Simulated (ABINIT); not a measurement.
**CdS (Greenockite): single point with PBE**

**Experimental background.**

“Isotope dependence of band-gap energy”, 2008, arxiv:0807.2152 quotes, for a bulk crystal of CdS: band gap 2.5809 ± 0.0002 eV.

Crystal: CdS (Greenockite).

```
CELL_PARAMETERS angstrom
4.15000 0.00000 0.00000
-2.07500 3.59401 0.00000
0.00000 0.00000 6.73700
ATOMIC_POSITIONS crystal
Cd 0.66667 0.33333 0.50000
Cd 0.33333 0.66667 0.00000
S 0.66667 0.33333 0.87500
S 0.33333 0.66667 0.37500
```

```
Program             : ABINIT 10.8.3 (patched build)
Task                : single point
Functional          : PBE
Potentials or basis : PseudoDojo NC SR PBE v0.4.1 standard
Cutoff              : 1279 eV
k mesh              : 5 × 5 × 3
Occupations         : fermi-dirac, width 0.05 eV
Spin                : no spin polarisation
```

```
Largest force                                         : 0.065 eV/Å
Band gap on the k mesh                                : 1.19 eV, direct
Valence electrons inside the program's atomic spheres : Cd 17.17; S 3.91
```

Forces in eV/Å, atoms in the order of the input:
```
Cd   0.000  0.000 -0.065
Cd   0.000  0.000 -0.065
S    0.000  0.000  0.065
S    0.000  0.000  0.065
```

Levels at points of the mesh, in eV from the valence-band top:
```csv
k point,band 24,band 25,band 26,band 27,band 28,band 29
"(0.00, 0.00, 0.00)",-0.04,0.00,0.00,1.19,2.79,6.46
```

It took 2.5 min on 1 thread of Arm Neoverse V2, with other jobs on the host, peak memory 0.16 GiB.

Measured gap of CdS: 2.5809 eV (quoted in “Isotope dependence of band-gap energy”, 2008, arxiv:0807.2152). This calculation gives 1.19 eV (-1.39 eV). So large a miss can be the level of theory's own, or it may mean another phase, state or a wrong row. Spin-orbit coupling on Cd is left out. The value is that of PBE, without temperature or zero-point motion. Semilocal functionals fall short of measured gaps as a rule.
